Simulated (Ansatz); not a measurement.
The elements of this relaxed trial crystal are hidden behind letters.

```
lattice vectors (Å)
   2.7560    0.0000    0.0000
  -1.3780    2.3868    0.0000
   0.0000    0.0000    2.5345
fractional positions
X 0.6667 0.3333 0.0000
Z 0.0000 0.0000 0.5000
```

All numbers below come from DFT PBE, scalar-relativistic, plane waves, PAW (Ansatz 0.2.0). Cutoff 420 eV, Γ-centred 12×12×10 mesh (2-atom cell), Gaussian smearing of 0.02 eV, no spin polarisation.

| Quantity | Value |
| --- | --- |
| Space group | P-6m2 (No. 187) |
| Conventional cell | a = 2.756 Å, c = 2.534 Å |
| Volume per atom | 8.34 Å³ |
| Density | 0.79 g/cm³ |
| Formation energy | −0.300 eV/atom |
| Gap on the 12×12×10 mesh of the 2-atom cell | 1.87 eV |

Energies are uncorrected and count from the elements' standard states at the same level.

Task: X is an s-block element of period 2 and Z is an s-block element of period 1. Which elements are they?

Result: X = Li, Z = H, so the formula is LiH, here in the tungsten carbide type. Density times volume gives a mean mass of 0.79 × 8.34/1.6605 = 4.0 u per atom, and this set has 4.0 u. Among the elements that the hints allow, noble gases aside, only these give it. Around Li lie 6 H at 2.03 Å; around H lie 6 Li at 2.03 Å.

Kohn–Sham gaps at this level usually fall short of measured ones. A structure relaxed within its symmetry needn't be a true minimum. Another cell of LiH relaxed alike, in F-43m, lies 69 meV/atom lower, so this cell isn't the stable form at this level.
